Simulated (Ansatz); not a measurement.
Energy landscape near a SnO2 structure

These are results of DFT PBE, scalar-relativistic, plane waves, PAW in Ansatz 0.2.0, not measurements.

Settings: cutoff 420 eV, Γ-centred mesh 14×14×14 on the computed 3-atom cell, Gaussian smearing of 0.10 eV; no spin polarisation.

Reference cell:

```xyz
3
Lattice="0.0000 2.5741 2.5741 2.5741 0.0000 2.5741 2.5741 2.5741 0.0000" Properties=species:S:1:pos:R:3 pbc="T T T"
Sn    0.0000    0.0000    0.0000
O     1.2871    1.2871    1.2871
O     3.8612    3.8612    3.8612
```

Each variant moves atoms of this cell by the vectors given, if any (Å), and then applies a symmetric strain (tensor components, Cartesian axes). The reference cell isn't relaxed at this level. Energies are per atom at zero smearing, counted from the lowest variant. Pressure is positive in compression.

1. strain (xx yy zz yz xz xy, %) -3.34 -3.34 -3.34 0.00 0.00 0.00
2. strain (xx yy zz yz xz xy, %) 3.06 3.06 3.06 0.00 0.00 0.00
3. strain (xx yy zz yz xz xy, %) -2.10 -2.10 -2.10 0.00 0.00 0.00

```csv
variant,ΔE (meV/atom),P (GPa),gap on mesh (eV),space group
1,45.5,23.51,0.85,Fm-3m
2,26.9,-13.69,0,Fm-3m
3,0.0,13.10,0.45,Fm-3m
```

This fluorite-type form isn't the usual stable structure of the compound.